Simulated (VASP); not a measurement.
# ZnSe (F-43m) under biaxial strain in the (001) plane

Wanted: the response of ZnSe to biaxial strain in the (001) plane, as a table, with a fit that predicts a row left out.

Method: LDA; plane waves and PAW (Zn, Se), in the first sound run; inputs show where later runs differ, in VASP 6.6.1.

Most raw output is cut from this account.

**1. The structure**

Symmetry: F-43m, No. 216, cubic system. Conventional cell: a = 5.668 Å, b = 5.668 Å, c = 5.668 Å, α = 90.00°, β = 90.00°, γ = 90.00°. Nearest to Zn lie 4 Se at 2.45 Å. Se has 4 Zn at 2.45 Å nearest. Farther neighbours and most contacts between anions are not listed.

As a file:

```
Zn Se
1.0
     0.00000    2.83400    2.83400
     2.83400    0.00000    2.83400
     2.83400    2.83400    0.00000
Zn Se
1 1
Direct
  0.00000 0.00000 0.00000
  0.25000 0.25000 0.25000
```

**2. Relax the crystal, LDA**

The series starts from the cell that this level prefers, so that zero strain is near zero stress.

This step took 2 runs in a row; the last is shown.

Level: LDA; plane waves and PAW (Zn, Se).

The input, INCAR:

```
SYSTEM = ZnSe
PREC = Accurate
ENCUT = 450
EDIFF = 1E-07
NELM = 120
ISMEAR = 0
SIGMA = 0.02
LREAL = .FALSE.
ALGO = Normal
GGA = CA
NBANDS = 15
LASPH = .TRUE.
LORBIT = 11
LWAVE = .FALSE.
LCHARG = .FALSE.
KPAR = 8
IBRION = 2
NSW = 40
ISIF = 3
EDIFFG = -0.005
POTIM = 0.4
```

The input, POSCAR:

```
ZnSe
1.0
    0.0000000000      2.7878715488      2.7878715488
    2.7878715488      0.0000000000      2.7878715488
    2.7878715488      2.7878715488      0.0000000000
Zn Se
1 1
Direct
    0.0000000000      0.0000000000      0.0000000000
    0.2500000000      0.2500000000      0.2500000000
```

The input, KPOINTS:

```
Automatic mesh
0
Gamma
9 9 9
0 0 0
```

The projector-augmented-wave data sets are Zn and Se (LDA family, release 64).

On the command line:

```sh
mpirun -np 8 vasp_std
```

Elapsed: 4.6 s, on 8 MPI ranks of Intel Xeon 6975P-C (Granite Rapids), shared host; peak memory 1.2 GiB.

Read from the output:

```
energy(sigma→0) of the program : -7.3722 eV
stress, compression positive   : xx, yy, zz 0.00, 0.00, 0.00 GPa
volume                         : 43.309 Å³
ionic steps                    : 2
```

**3. Strain along the normal, LDA**

One member in full: the plane is strained by 0.5 %, and the strain along the normal is moved by secant steps until the normal stress is under 0.012 GPa or five steps are spent; the atoms relax at each step.

This step took 2 runs, each at a new trial strain with the atoms of the one before; the last is shown.

Level: LDA; plane waves and PAW (Zn, Se); cell typed or built by script.

INCAR, as its differences from that of step 2:

```diff
@@ -15,7 +15,7 @@
 LCHARG = .FALSE.
-KPAR = 8
-IBRION = 2
-NSW = 40
-ISIF = 3
-EDIFFG = -0.005
-POTIM = 0.4
+KPAR = 2
+IBRION = 1
+NSW = 25
+ISIF = 2
+EDIFFG = -0.004
+POTIM = 0.3
```

The input, POSCAR:

```
ZnSe
1.0
    0.0000000000      2.8012405100      2.7701270980
    2.8012405100      0.0000000000      2.7701270980
    2.8012405100      2.8012405100      0.0000000000
Zn Se
1 1
Direct
    0.0000000000      0.0000000000      0.0000000000
    0.2500000000      0.2500000000      0.2500000000
```

KPOINTS is that of step 2.

On the command line:

```sh
mpirun -np 2 vasp_std
```

It took 12 s on 2 MPI ranks; peak memory 0.3 GiB; 20 s of CPU time.

This run gave:

```
energy(sigma→0) of the program : -7.3717 eV
stress, compression positive   : xx, yy, zz -0.41, -0.41, 0.01 GPa
ionic steps                    : 1
```

**4. Band edges, TB-mBJ with spin-orbit coupling**

Short lines in KPOINTS_OPT sample the zone centre along and across the normal of the plane, for masses, and the other valleys.

Level: TB-mBJ, spin-orbit coupling; plane waves and PAW (Zn, Se); cell typed or built by script.

TB-mBJ has no energy functional, so the total energy, stress and pressure in this output mean nothing.

The input, INCAR:

```
SYSTEM = ZnSe
PREC = Accurate
ENCUT = 450
EDIFF = 1E-06
NELM = 150
ISMEAR = 0
SIGMA = 0.02
LREAL = .FALSE.
ALGO = Normal
METAGGA = MBJ
LASPH = .TRUE.
LNONCOLLINEAR = .TRUE.
MAGMOM = 0 0 0 0 0 0
NBANDS = 28
GGA_COMPAT = .FALSE.
LSORBIT = .TRUE.
LWAVE = .FALSE.
LCHARG = .FALSE.
KPAR = 2
```

POSCAR is that of step 3.

The input, KPOINTS:

```
Automatic mesh
0
Gamma
7 7 7
0 0 0
```

The input, KPOINTS_OPT:

```
Line mode
6
Line-mode
Reciprocal
  0.00000000   0.00000000   0.00000000
  0.02204397   0.02204397   0.00000000

  0.00000000   0.00000000   0.00000000
 -0.00000000  -0.02229156  -0.02229156

  0.31000000   0.31000000   0.00000000
  0.50000000   0.50000000   0.00000000

  0.00000000   0.31000000   0.31000000
  0.00000000   0.50000000   0.50000000

  0.45000000   0.45000000   0.45000000
  0.50000000   0.50000000   0.50000000

  0.45000000   0.00000000   0.00000000
  0.50000000   0.00000000   0.00000000

  0.42500000   0.42500000   0.00000000
  0.42500000   0.44729156   0.02229156

  0.50000000   0.50000000   0.50000000
  0.48423748   0.51576252   0.50000000
```

On the command line:

```sh
mpirun -np 2 vasp_ncl
```

Elapsed: 4.2 min, on 2 MPI ranks; peak memory 0.69 GiB; 7.3 min of CPU time.

**5. Band edges, r2SCAN with spin-orbit coupling**

Level: r2SCAN, spin-orbit coupling; plane waves and PAW (Zn, Se); cell typed or built by script.

INCAR, as its differences from that of step 4:

```diff
@@ -4,3 +4,3 @@
 EDIFF = 1E-06
-NELM = 150
+NELM = 100
 ISMEAR = 0
@@ -9,3 +9,3 @@
 ALGO = Normal
-METAGGA = MBJ
+METAGGA = R2SCAN
 LASPH = .TRUE.
```

POSCAR is that of step 4.

KPOINTS is that of step 4.

KPOINTS_OPT is that of step 4.

On the command line:

```sh
mpirun -np 2 vasp_ncl
```

Wall time 6.3 min (2 MPI ranks); peak memory 0.68 GiB.

This run gave:

| Property | Result |
| --- | --- |
| energy(sigma→0) of the program | -291.3820 eV |
| stress, compression positive | xx, yy, zz 2.88, 2.88, 3.32 GPa |

The run ends at a pressure of 3.03 GPa.

**6. The table**

Runs beyond LDA use the data sets made with LDA; this shifts their levels slightly, and their total energies have another zero (at TB-mBJ, which has no energy functional, they mean nothing).

The other members went through these steps as far as the tables show, with the same cutoff and, step by step, the same mesh; 38 runs are not shown. The session took 3.0 core hours (wall time by ranks) on a shared machine.

| in-plane strain (%) | strain along the normal (%) | in-plane stress, tension positive (GPa) | energy above the unstrained row (meV/atom) | gap on the mesh, LDA (eV) |
| --- | --- | --- | --- | --- |
| -2.000 | 2.397 | -1.812 | 5.018 | 1.275 |
| -1.500 | 1.804 | -1.338 | 2.820 | 1.276 |
| -1.000 | 1.207 | -0.878 | 1.280 | 1.276 |
| -0.500 | 0.608 | -0.432 | 0.344 | 1.275 |
| 0 | 0.000 | -0.004 | 0.000 | 1.274 |
| 0.500 | -0.616 | 0.409 | 0.230 | 1.229 |
| 1.000 | -1.229 | 0.815 | 1.018 | 1.186 |
| 1.500 | -1.833 | 1.214 | 2.337 | 1.143 |
| 2.000 | -2.459 | 1.592 | 4.183 | 1.102 |

Slopes at zero strain, from cubics through all rows: strain ratio -1.218, stress over strain 85 GPa. For a cubic crystal strained in (001) the ratio is −2C₁₂/C₁₁.

Band edges at TB-mBJ with spin-orbit coupling, counted from the valence-band top at Γ, spin-orbit pairs averaged, with one row partly withheld:

| in-plane strain (%) | gap (eV) | conduction band at Γ (eV) | Δ or X valley along z (eV) | Δ or X valley along x (eV) | lowest conduction level at L, [111] (eV) | lowest conduction level at L, [-111] (eV) | second valence level below the top (eV) | third valence level below the top (eV) |
| --- | --- | --- | --- | --- | --- | --- | --- | --- |
| -2.000 | 2.844 | 2.844 | 3.757 | 3.538 | 3.650 | 3.650 | 0.097 | 0.438 |
| -1.500 | 2.847 | 2.847 | 3.745 | 3.583 | 3.673 | 3.673 | 0.075 | 0.412 |
| -1.000 | 2.848 | 2.848 | 3.734 | 3.627 | 3.692 | 3.692 | 0.051 | 0.390 |
| -0.500 | 2.848 | 2.848 | 3.723 | 3.670 | 3.707 | 3.707 | 0.026 | 0.372 |
| 0 | 2.847 | 2.847 | 3.712 | 3.712 | 3.717 | 3.717 | 0.000 | 0.357 |
| 0.500 | 2.819 | 2.819 | 3.676 | 3.728 | 3.697 | 3.697 | 0.027 | 0.371 |
| 1.000 | 2.789 | 2.789 | 3.640 | 3.741 | 3.673 | 3.673 | 0.054 | 0.388 |
| 1.500 | ? | ? | 3.603 | 3.752 | 3.644 | 3.644 | 0.081 | 0.407 |
| 2.000 | 2.720 | 2.720 | 3.564 | 3.760 | 3.612 | 3.612 | 0.108 | 0.427 |

Conduction masses, in electron masses:

| in-plane strain (%) | conduction mass at Γ, along the strain axis or the normal of the plane | conduction mass at Γ, across the strain axis or in the plane |
| --- | --- | --- |
| -2.000 | 0.189 | 0.192 |
| -1.500 | 0.188 | 0.191 |
| -1.000 | 0.188 | 0.189 |
| -0.500 | 0.189 | 0.190 |
| 0 | 0.189 | 0.189 |
| 0.500 | 0.190 | 0.188 |
| 1.000 | 0.188 | 0.188 |
| 1.500 | 0.189 | 0.188 |
| 2.000 | 0.191 | 0.187 |

Band edges at r2SCAN with spin-orbit coupling, counted from the valence-band top at Γ, spin-orbit pairs averaged:

| in-plane strain (%) | gap (eV) | conduction band at Γ (eV) | Δ or X valley along z (eV) | Δ or X valley along x (eV) | lowest conduction level at L, [111] (eV) | lowest conduction level at L, [-111] (eV) | second valence level below the top (eV) | third valence level below the top (eV) |
| --- | --- | --- | --- | --- | --- | --- | --- | --- |
| -2.000 | 1.964 | 1.964 | 3.172 | 2.927 | 2.963 | 2.963 | 0.105 | 0.469 |
| -1.500 | 1.964 | 1.965 | 3.154 | 2.972 | 2.986 | 2.986 | 0.081 | 0.441 |
| -1.000 | 1.964 | 1.964 | 3.136 | 3.016 | 3.003 | 3.003 | 0.056 | 0.417 |
| -0.500 | 1.962 | 1.962 | 3.120 | 3.060 | 3.017 | 3.017 | 0.029 | 0.397 |
| 0 | 1.959 | 1.959 | 3.104 | 3.104 | 3.026 | 3.026 | 0.000 | 0.381 |
| 0.500 | 1.927 | 1.927 | 3.060 | 3.118 | 3.002 | 3.002 | 0.030 | 0.397 |
| 1.000 | 1.893 | 1.893 | 3.017 | 3.131 | 2.974 | 2.974 | 0.059 | 0.416 |
| 1.500 | 1.857 | 1.857 | 2.977 | 3.145 | 2.943 | 2.943 | 0.088 | 0.436 |
| 2.000 | 1.822 | 1.822 | 2.936 | 3.158 | 2.908 | 2.908 | 0.118 | 0.458 |

Conduction masses, in electron masses:

| in-plane strain (%) | conduction mass at Γ, along the strain axis or the normal of the plane | conduction mass at Γ, across the strain axis or in the plane |
| --- | --- | --- |
| -2.000 | 0.133 | 0.132 |
| -1.500 | 0.132 | 0.131 |
| -1.000 | 0.132 | 0.131 |
| -0.500 | 0.131 | 0.130 |
| 0 | 0.130 | 0.130 |
| 0.500 | 0.129 | 0.129 |
| 1.000 | 0.129 | 0.129 |
| 1.500 | 0.128 | 0.128 |
| 2.000 | 0.126 | 0.127 |

**7. Working out the slope**

The quantity to fit is the conduction level at Γ above the mean of the three top valence levels at TB-mBJ with spin-orbit coupling: 3.022, 3.009, 2.995, 2.981, 2.966, 2.952, 2.937, 2.899 eV in the rows shown.

Fitting a parabola to the 8 known rows (e: strain in %) gives E = − 0.001619 e² − 0.03040 e + 2.967 in eV; the residuals are 8.5e-4 eV r.m.s.

For the withheld row, e = 1.5, the fit gives 2.9176 eV.

**8. The withheld row**

The calculation gives 2.9180 eV, so the prediction is 0.0004 eV too low.

**9. Summary of results**

```yaml
ratio_of_normal_to_in_plane_strain: -1.218
biaxial_modulus: 85 GPa
gap_of_the_unstrained_cell_tb_mbj_with_spin_orbit_coupling: 2.85 eV
gap_of_the_unstrained_cell_r2scan_with_spin_orbit_coupling: 1.96 eV
slope_at_zero_strain_of_the_conduction_level_at_gamma_above_the_mean_of_the_three_top_valence_levels_tb_mbj_with_spin_orbit_coupling: -30 meV per %
error_of_the_predicted_row: -0.4 meV
```

As a check, the curvature of the energy gives 84 GPa for the same modulus (energy per volume = M × strain²), 0 % from the slope of the stress. At TB-mBJ with spin-orbit coupling the lowest conduction valley is Γ throughout, and the gap runs between 2.72 and 2.85 eV. At r2SCAN with spin-orbit coupling the lowest conduction valley is Γ throughout, and the gap runs between 1.82 and 1.96 eV. Hole masses are left out throughout, since the top bands are degenerate or cross in many series; of conduction masses, those of the Γ, L and (for Si and Ge under (001) strain) Δ valleys are kept where they change by under an eighth between rows. TB-mBJ is a potential fitted for gaps; it has no energy functional, so its total energies and forces mean nothing, and its bands tend to come out too narrow. r2SCAN opens gaps somewhat over GGA but leaves them below measured values as a rule. Δ or X levels are the lowest on their line, refined by a parabola unless they lie at X; the gap is read from all points sampled and can differ from the lowest valley by some meV, or by tens of meV where strain moves the valence top off Γ. Temperature, zero-point motion and excitons are left out.

[Lines on the potential files, build, host, timing and source positions are cut from VASP's logs without a mark.]

[Logs are printed without paths, hosts, clocks, repeated set-up lines and the standing remarks that a program may print on its own settings, such as how far it seeks lower states.]

[Hosts, paths, dates, database ids (printed as entryN), source tags and the programs' standing remarks are cut or masked in the printed files.]

[In band tables of VASP the shares of atoms and orbitals are scaled to a sum of 1 inside the atoms' spheres.]
